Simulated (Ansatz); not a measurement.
Relaxing NiO in the zincblende type

First guess:

```xyz
2
Lattice="0.0000 2.2323 2.2323 2.2323 0.0000 2.2323 2.2323 2.2323 0.0000" Properties=species:S:1:pos:R:3 pbc="T T T"
Ni    0.0000    0.0000    0.0000
O     1.1161    1.1161    1.1161
```

Computed with DFT, PBE, PAW with Ansatz's default frozen-core files, scalar-relativistic (Ansatz 0.2.0).

Cell and atoms relax within the symmetry of the start on a 14×14×14 k mesh with 0.03 eV Fermi–Dirac smearing, from parallel moments.

The start is built from a prototype, known or not as a phase of this compound; the cutoff is 420 eV.

Semilocal functionals without U often leave such compounds metallic or with too small a gap, and the real magnetic order may differ.

The magnetic state is the one reached from parallel moments; other orders may lie lower.

(1) What is the pressure of the first guess?

(2) What does it relax to?

(3) How much energy does the relaxation release?

(4) What moment does the relaxed primitive cell (2 atoms) carry?

## Answers

(1) 1.65 GPa.

(2) a = 4.481 Å, b = 4.481 Å, c = 4.481 Å, α = 90.00°, β = 90.00°, γ = 90.00° (conventional cell), 11.25 Å³ per atom:
```xyz
2
Lattice="0.0000 2.2407 2.2407 2.2407 0.0000 2.2407 2.2407 2.2407 0.0000" Properties=species:S:1:pos:R:3 pbc="T T T"
Ni    0.0000    0.0000    0.0000
O     1.1204    1.1204    1.1204
```

(3) 1 meV/atom.

(4) 1.94 μB.
